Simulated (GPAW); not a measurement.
# InP (F-43m) in GPAW: notebook

One crystal, InP, is run at these levels: vdW-DF2, PBE, TPSSh; tasks: wannier90, dielectric tensor, hybrid scf.

All numbers are computed with GPAW 26.7.0; they aren't measurements. Logs are shortened: lines on timing, memory, paths and dates and some standing lists are left out, and cuts for length are marked. The log counts tension as positive stress, the text compression.

**Measured values to compare with.**

From a printed reference work, data compilation, for a bulk crystal of InP at 1.6 K: band gap 1.4236 eV (direct).

A printed reference work, textbook reports, for a bulk crystal of InP at 300 K: high-frequency dielectric constant 9.61.

How close the calculation comes is told below.

## (1) The structure

It takes space group F-43m (No. 216, cubic). The conventional cell has a = 5.861 Å, b = 5.861 Å, c = 5.861 Å, α = 90.00°, β = 90.00°, γ = 90.00°. Around In (site symmetry -43m) lie 4 P at 2.54 Å. Around P (site symmetry -43m) lie 4 In at 2.54 Å.

## (2) Wannier90, vdW-DF2

Contents of run.py:

```python
import json
import numpy as np
import subprocess
from ase.dft.bandgap import bandgap
from ase.io import write
from ase.spacegroup import crystal
from gpaw import GPAW, PW
from gpaw.wannier.wannier90 import Wannier90

# In 4a
# P 4c
atoms = crystal(['In', 'P'],
                basis=[[0.0, 0.0, 0.0],
                       [0.25, 0.25, 0.25]],
                spacegroup=216, setting=1,  # F-43m
                cellpar=[5.861, 5.861, 5.861, 90.0, 90.0, 90.0],
                primitive_cell=True)

calc = GPAW(mode=PW(600),
            xc={'name': 'vdW-DF2', 'backend': 'libvdwxc'},
            kpts={'size': (8, 8, 8), 'gamma': True},
            occupations={'name': 'fermi-dirac', 'width': 0.05},
            nbands=18,
            convergence={'density': 1e-05, 'energy': 1e-05},
            maxiter=150,
            txt='gpaw.txt')
atoms.calc = calc
energy = atoms.get_potential_energy()
forces = atoms.get_forces()
calc.write('gs.gpw')
write('result.traj', atoms)
print(f'Energy: {energy:.6f} eV')
print('Forces (eV/A):')
print(forces.round(4))
print('Fermi level:', round(calc.get_fermi_level(), 4), 'eV')
print(f'Gap: {bandgap(calc)[0]:.4f} eV, direct: {bandgap(calc, direct=True)[0]:.4f} eV')

nwann = sum(2 * l + 1 for setup in calc.setups for n, l in zip(setup.n_j, setup.l_j) if n > 0)
nbands = nwann + 4
full = calc.fixed_density(kpts={'size': (5, 5, 5), 'gamma': True}, symmetry='off', nbands=nbands + 6,
                          convergence={'bands': nbands, 'eigenstates': 1e-7}, txt='full.txt')
frozen = min(0.5, full.eigenvalues()[0, :, nwann].min() - full.get_fermi_level() - 0.01)  # at most nwann bands inside
w90 = Wannier90(full, seed='w90', bands=range(nbands), spin=0)
w90.write_input(num_iter=500, dis_num_iter=500, dis_froz_max=frozen, search_shells=40)
subprocess.run(['wannier90.x', '-pp', 'w90'], check=True)
w90.write_projections()
w90.write_eigenvalues()
w90.write_overlaps()
subprocess.run(['wannier90.x', 'w90'], check=True)

words = open('w90_hr.dat').read().split('\n', 1)[1].split()
nr = int(words[1])
degeneracy = np.array(words[2:2 + nr], float)
hr = np.array(words[2 + nr:], float).reshape((nr, nwann, nwann, 7))
R, H = hr[:, 0, 0, :3], (hr[..., 5] + 1j * hr[..., 6]) / degeneracy[:, None, None]
path = atoms.cell.bandpath('GXWKGLUWLK,UX', npoints=40, eps=1e-4)
interp = np.array([np.linalg.eigvalsh(np.einsum('r,rji->ij', np.exp(2j * np.pi * R @ k), H)) for k in path.kpts])
exact = calc.fixed_density(kpts=path, symmetry='off', nbands=nwann + 6, convergence={'bands': nwann, 'eigenstates': 1e-7},
                           txt='bands.txt').band_structure().energies[0, :, :nwann]
print(f'Frozen window up to {frozen:.3f} eV over the Fermi level')
window = exact < calc.get_fermi_level() + frozen
miss = abs(interp - exact)[window]
print(f'{nwann} functions; bands in the frozen window, Wannier less DFT: mean {miss.mean():.4f} eV, largest {miss.max():.4f} eV')
json.dump({'interp': interp.tolist(), 'exact': exact.tolist(), 'kpts': path.kpts.tolist(), 'miss': [miss.mean(), miss.max()],
           'onsite': H[abs(R).sum(1).argmin()].diagonal().real.tolist()}, open('wannier.json', 'w'))
```

Potentials or basis: GPAW PAW data sets (gpaw-data 1.2.1), pw.

The run is started by

```
OMP_NUM_THREADS=1 python run.py
```

gpaw.txt:

```text
__  _  _
 | _ |_)|_||  |
 |__||  | ||/\| - 26.7.0

Input parameters:
  mode=PW(ecut=600.0),
  convergence={'density': 1e-05, 'energy': 1e-05},
  kpts=MonkhorstPack(size=(8, 8, 8), gamma=True),
  maxiter=150,
  nbands=18,
  occupations=Occupations(name='fermi-dirac', width=0.05),
  xc=XC(name='vdW-DF2', backend='libvdwxc')

Diagonalizing LCAO Hamiltonian
Converting LCAO to pw mode

           P

       In

Atoms  # Å, Bohr magnetons
|   | symbol |        x |        y |        z |    initial magnetic moments |
|---|--------|----------|----------|----------|-----------------------------|
| 0 |     In | 0.000000 | 0.000000 | 0.000000 | ( 0.0000,  0.0000,  0.0000) |
| 1 |      P | 1.465250 | 1.465250 | 1.465250 | ( 0.0000,  0.0000,  0.0000) |

Unit cell  # Å
| periodic |        x |        y |        z |  lengths |    angles |
|----------|----------|----------|----------|----------|-----------|
|      yes | 0.000000 | 2.930500 | 2.930500 | 4.144353 | 60.000000 |
|      yes | 2.930500 | 0.000000 | 2.930500 | 4.144353 | 60.000000 |
|      yes | 2.930500 | 2.930500 | 0.000000 | 4.144353 | 60.000000 |

Number of symmetries: 24
Symmetry operations  # r_c * U_cc + t_c -> r_c
|    | kind |            matrix            |
|----|------|------------------------------|
|  0 |  E   |  1, 0, 0,  0, 1, 0,  0, 0, 1 |
|  1 |  σ   |  1, 0, 0,  0, 0, 1,  0, 1, 0 |
|  2 |  σ   |  1, 0,-1,  0, 1,-1,  0, 0,-1 |
|  3 |  C3  |  1, 0,-1,  0, 0,-1,  0, 1,-1 |
|  4 |  C3  |  1,-1, 0,  0,-1, 1,  0,-1, 0 |
|  5 |  σ   |  1,-1, 0,  0,-1, 0,  0,-1, 1 |
|  6 |  σ   |  0, 1, 0,  1, 0, 0,  0, 0, 1 |
|  7 |  C3  |  0, 1, 0,  0, 0, 1,  1, 0, 0 |
|  8 |  C2  |  0, 1,-1,  1, 0,-1,  0, 0,-1 |
|  9 |  S4  |  0, 1,-1,  0, 0,-1,  1, 0,-1 |
| 10 |  C3  |  0, 0, 1,  1, 0, 0,  0, 1, 0 |
| 11 |  σ   |  0, 0, 1,  0, 1, 0,  1, 0, 0 |
| 12 |  S4  |  0, 0,-1,  1, 0,-1,  0, 1,-1 |
| 13 |  C3  |  0, 0,-1,  0, 1,-1,  1, 0,-1 |
| 14 |  S4  |  0,-1, 1,  1,-1, 0,  0,-1, 0 |
| 15 |  C2  |  0,-1, 1,  0,-1, 0,  1,-1, 0 |
| 16 |  C3  |  0,-1, 0,  1,-1, 0,  0,-1, 1 |
| 17 |  S4  |  0,-1, 0,  0,-1, 1,  1,-1, 0 |
| 18 |  S4  | -1, 1, 0, -1, 0, 1, -1, 0, 0 |
| 19 |  C3  | -1, 1, 0, -1, 0, 0, -1, 0, 1 |
| 20 |  C3  | -1, 0, 1, -1, 1, 0, -1, 0, 0 |
| 21 |  S4  | -1, 0, 1, -1, 0, 0, -1, 1, 0 |
| 22 |  σ   | -1, 0, 0, -1, 1, 0, -1, 0, 1 |
| 23 |  C2  | -1, 0, 0, -1, 0, 1, -1, 1, 0 |

BZ-sampling:
  Number of BZ points: 512
  Number of IBZ points: 29

  Monkhorst-Pack size: [8, 8, 8]
  Monkhorst-Pack shift: [0.0625, 0.0625, 0.0625]

K-points  # in reciprocal-cell coordinates
|     |                                coordinates |     weight |
|-----|--------------------------------------------|------------|
|   0 | (  0.00000000,   0.00000000,   0.00000000) | 0.00195312 |
|   1 | (  0.12500000,   0.12500000,   0.00000000) | 0.01171875 |
|   2 | (  0.12500000,   0.12500000,   0.12500000) | 0.01562500 |
|   3 | (  0.25000000,   0.12500000,   0.12500000) | 0.02343750 |
|   4 | (  0.25000000,   0.25000000,   0.00000000) | 0.01171875 |
|   5 | (  0.25000000,   0.25000000,   0.12500000) | 0.04687500 |
|   6 | (  0.25000000,   0.25000000,   0.25000000) | 0.01562500 |
|   7 | (  0.37500000,   0.25000000,  -0.37500000) | 0.04687500 |
|   8 | (  0.37500000,   0.25000000,   0.12500000) | 0.04687500 |
|   9 | (  0.37500000,   0.25000000,   0.25000000) | 0.04687500 |
| ... |                                            |            |
|  28 | (  0.50000000,   0.50000000,   0.50000000) | 0.00781250 |

Plane wave coefficients: 1700
Cutoff: 600.0 eV

Spin-components: 1 (collinear spins)
Bands:           18
Projectors:      11
Spin-degeneracy: 2
Datatype:        complex128

Parallelization:
  kpt:    1
  domain: 1
  band:   1

Density:
  Valence electrons: 18.0
  Components: 1
  Grid points: [24 24 24]
  Charge: 0.0  # |e|

Potential:
  Grid points: [24 24 24]

species:
  In:
    name:    Indium
    Z:       49.0
    valence: 13
    core:    36
    charge:  0.0  # [|e|]
    compensation charges:
      type: gauss
      rc: 0.36  # [Å]
      lmax: 2
    cutoffs:
      filter: 2.09  # [Å]
      core: 2.48  # [Å]
    projectors
    | kind |    occ | energy [eV] | rcut [Å] |
    |------|--------|-------------|----------|
    |   5s |  2.000 |      -8.203 |    1.185 |
    |   5p |  1.000 |      -2.521 |    1.244 |
    |   4d | 10.000 |     -18.629 |    1.148 |
    |    s |        |      19.008 |    1.185 |
    |    p |        |      24.691 |    1.244 |
    |    d |        |       8.583 |    1.148 |

    Using partial waves for In as LCAO basis

  P:
    name:    Phosphorus
    Z:       15.0
    valence: 5
    core:    10
    charge:  0.0  # [|e|]
    compensation charges:
      type: gauss
      rc: 0.30  # [Å]
      lmax: 2
    cutoffs:
      filter: 1.69  # [Å]
      core: 1.81  # [Å]
    projectors
    | kind |    occ | energy [eV] | rcut [Å] |
    |------|--------|-------------|----------|
    |   3s |  2.000 |     -13.968 |    0.953 |
    |   3p |  3.000 |      -5.506 |    0.953 |
    |    s |        |      13.244 |    0.953 |
    |    p |        |      21.705 |    0.953 |
    |    d |        |       0.000 |    0.953 |

    Using partial waves for P as LCAO basis

Reference energy: -169278.333319  # eV

eigensolver:
  PPCG
  Converge bands: occupied
  niter=2

density mixing:
  MSR1-Mixer
  Pratt-step length: 0.05
  Maximum mixing coefficient: 0.75
  Old densities: 10
  SVD Regularization: 0.005
  Good broyden scale: 1.0
  Trust region scale: 1.0
  Backstep threshold: 4.0
  History deletion threshold: 6.0
  Fourier metric: weight=20.0, sigma=0.015

occupation numbers:
  Fermi-Dirac:
    width: 0.0500  # eV

poisson solver:
  ecut: 4800.0  # eV

xc functional:
  name: vdW-DF2 with libvdwxc
  Mode: serial
  Semilocal: GGA_X_RPW86+LDA_C_PW with 2 nearest neighbor stencil
  Local blocksize: 48 x 48 x 48
  PAW datasets: PBE

convergence criteria:
- Maximum integral of absolute [dens]ity change: 1e-05 electrons / valence electron
- Maximum [total energy] change in last 3 cyles: 1e-05 eV / valence electron
- Maximum integral of absolute [eigenst]ate change: 4e-08 eV^2 / valence electron
maximum number of iterations: 150

SCF iterations
|iter     | |      energy | eigst |  dens |
|---------|-|-------------|-------|-------|
|iter:   1| | -140.101408 | -0.22 |       |
|iter:   2| | -139.994420 | -1.97 | -1.07 |
|iter:   3| | -139.612090 | -1.48 | -1.11 |
|iter:   4| | -139.614615 | -2.99 | -1.73 |
|iter:   5| | -139.616108 | -3.53 | -2.16 |
|iter:   6| | -139.616357 | -4.94 | -2.76 |
|iter:   7| | -139.616370 | -6.01 | -3.44 |
|iter:   8| | -139.616371c| -7.12 | -4.04 |
|iter:   9| | -139.616371c| -8.67c| -4.71 |
|iter:  10| | -139.616371c| -9.01c| -5.49c|

Converged in 10 steps
Energy contributions relative to reference atoms: (reference = -169278.333319)

Energy contributions:
  Kinetic:          28.600720
  Coulomb:         -25.561322
  Zero:             -0.155367
  External:          0.000000
  Xc:             -142.500393
  Entropy:          -0.000016
  Spinorbit:         0.000000
  ----------------------------
  Free energy:    -139.616379
  Extrapolated:   -139.616371

dipole moment: (-22.296354, -22.296354, -22.296354)  # |e|*Ang

Fermi level: 5.270
Eigenvalues  # (at kpt = [0.000, 0.000, 0.000])
| band index |      eig [eV] | occ [0-2] |
|------------|---------------|-----------|
|          0 |        -9.369 |     2.000 |
|          1 |        -9.369 |     2.000 |
|          2 |        -9.369 |     2.000 |
|          3 |        -9.219 |     2.000 |
|          4 |        -9.219 |     2.000 |
|          5 |        -6.558 |     2.000 |
[... 10 lines left out ...]
|         16 |        16.245 |     0.000 |
|         17 |        16.245 |     0.000 |

Gap: 0.578 eV
Transition (v -> c):
  (s=0, k=0, n=8, [0.00, 0.00, 0.00]) -> (s=0, k=0, n=9, [0.00, 0.00, 0.00])
No difference between direct/indirect transitions

Forces  # eV/Ang
|        x |       y |        z |
|----------|---------|----------|
| -0.00000 | 0.00000 | -0.00000 |  # In   0
|  0.00000 | 0.00000 |  0.00000 |  # P    1

# Writing to gs.gpw (mode='')
```

Run time: 72 s. Hardware: 1 thread of Intel Xeon 6975P-C (Granite Rapids), shared host; peak memory 0.77 GiB.

Results:

```yaml
Free_energy: -139.6164 eV
Band_gap_on_the_k_mesh: 0.58 eV, direct
Band_gap_along_the_path: 0.58 eV, direct
Total_Wannier_spread: 14.87 Å² over 13 functions
```

Levels at the corners of the path, in eV from the valence-band top:
| point | band 5 | band 6 | band 7 | band 8 | band 9 | band 10 | band 11 | band 12 | band 13 |
| --- | --- | --- | --- | --- | --- | --- | --- | --- | --- |
| Γ | -14.17 | -11.51 | 0.00 | 0.00 | 0.00 | 0.58 | 4.15 | 4.15 | 4.15 |
| X | -14.13 | -9.19 | -5.71 | -2.28 | -2.28 | 1.83 | 2.32 | 9.11 | 9.52 |
| W | -14.15 | -9.12 | -5.57 | -2.89 | -2.85 | 4.33 | 4.34 | 5.59 | 6.29 |
| K | -14.15 | -9.20 | -5.57 | -3.24 | -1.90 | 2.41 | 4.39 | 7.53 | 7.55 |
| Γ | -14.17 | -11.51 | 0.00 | 0.00 | 0.00 | 0.58 | 4.15 | 4.15 | 4.15 |
| L | -14.16 | -9.83 | -5.68 | -0.95 | -0.95 | 1.47 | 4.88 | 4.88 | 7.09 |
| U | -14.15 | -9.20 | -5.57 | -3.24 | -1.90 | 2.41 | 4.39 | 7.53 | 7.55 |
| W | -14.15 | -9.12 | -5.57 | -2.89 | -2.85 | 4.33 | 4.34 | 5.59 | 6.29 |
| L | -14.16 | -9.83 | -5.68 | -0.95 | -0.95 | 1.47 | 4.88 | 4.88 | 7.09 |
| K | -14.15 | -9.20 | -5.57 | -3.24 | -1.90 | 2.41 | 4.39 | 7.53 | 7.55 |
| U | -14.15 | -9.20 | -5.57 | -3.24 | -1.90 | 2.41 | 4.39 | 7.53 | 7.55 |
| X | -14.13 | -9.19 | -5.71 | -2.28 | -2.28 | 1.83 | 2.32 | 9.11 | 9.52 |

Wannier centres (Å) and spreads (Å²):
| function | x | y | z | spread |
| --- | --- | --- | --- | --- |
| 1 | 0.068 | 0.077 | 0.067 | 0.513 |
| 2 | 0.518 | -0.525 | 0.520 | 1.997 |
| 3 | 0.518 | 0.518 | -0.528 | 1.984 |
| 4 | -0.526 | 0.517 | 0.519 | 1.995 |
| 5 | -0.523 | -0.524 | -0.509 | 2.008 |
| 6 | 0.015 | -0.086 | -0.050 | 0.491 |
| 7 | 0.000 | 0.001 | 0.039 | 0.291 |
| 8 | -0.085 | 0.017 | -0.053 | 0.492 |
| 9 | 0.020 | 0.010 | -0.002 | 0.279 |
| 10 | 1.082 | 1.083 | 1.848 | 1.205 |
| 11 | 1.082 | 1.848 | 1.082 | 1.204 |
| 12 | 1.849 | 1.849 | 1.849 | 1.203 |
| 13 | 1.848 | 1.083 | 1.082 | 1.205 |

Caveat: the PAW data sets were made with another functional, which shifts forces and pressure a little; spin-orbit coupling is left out, which moves the levels of the heavy elements.

(Continued in part 2 of 3.)
